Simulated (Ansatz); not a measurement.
Crystal: TiSe.

```xyz
4
Lattice="3.5590 0.0000 0.0000 -1.7795 3.0822 0.0000 0.0000 0.0000 6.2200" Properties=species:S:1:pos:R:3 pbc="T T T"
Se    1.7795    1.0274    4.6650
Se    0.0000    2.0548    1.5550
Ti    0.0000    0.0000    3.1100
Ti    0.0000    0.0000    0.0000
```

* Program: Ansatz 0.2.0
* Task: relaxation of cell and atoms
* Functional: PBEsol
* Potentials or basis: Ansatz PAW
* Cutoff: 420 eV (not typed: the program's choice for these potentials)
* k mesh: 9 × 9 × 5
* Occupations: fermi-dirac, width 0.05 eV
* Spin: no spin polarisation
* Hubbard terms: Ti d U = 2 eV

At the start: volume 17.06 Å³/atom.

Question: Where does the relaxation end?

Answer: It ends after 8 steps and the volume is 16.77 Å³/atom (-1.7 %); space group P6_3/mmc (No. 194, to 0.05 Å).

The path:
| step | energy change (eV) | largest force (eV/Å) | volume (Å³) |
| --- | --- | --- | --- |
| 1 | 0.0000 | 0.0000 | 68.23 |
| 2 | -0.1796 | 0.0000 | 68.53 |
| 3 | -0.2567 | 0.0000 | 66.85 |
| 4 | -0.2586 | 0.0000 | 67.14 |
| 5 | -0.2588 | 0.0000 | 67.06 |
| 6 | -0.2599 | 0.0000 | 67.06 |
| 7 | -0.2600 | 0.0000 | 67.09 |
| 8 | -0.2600 | 0.0000 | 67.09 |

Final structure:
```cif
data_structure
_symmetry_space_group_name_H-M 'P 1'
_symmetry_Int_Tables_number 1
_cell_length_a 3.3767
_cell_length_b 3.3767
_cell_length_c 6.7938
_cell_angle_alpha 90.000
_cell_angle_beta 90.000
_cell_angle_gamma 120.000
_cell_volume 67.09
loop_
_atom_site_label
_atom_site_type_symbol
_atom_site_fract_x
_atom_site_fract_y
_atom_site_fract_z
_atom_site_occupancy
Se1 Se 0.66667 0.33333 0.75000 1
Se2 Se 0.33333 0.66667 0.25000 1
Ti1 Ti 0.00000 0.00000 0.50000 1
Ti2 Ti 0.00000 0.00000 0.00000 1
```

Caveat: the plane-wave basis is chosen anew once the cell has moved, so the energies of steps on either side of that aren't comparable; U without spin polarisation on a metal has little footing; the PAW data sets come from PBE, with cores solved anew for the run's functional, which leaves a small shift of forces and pressure.
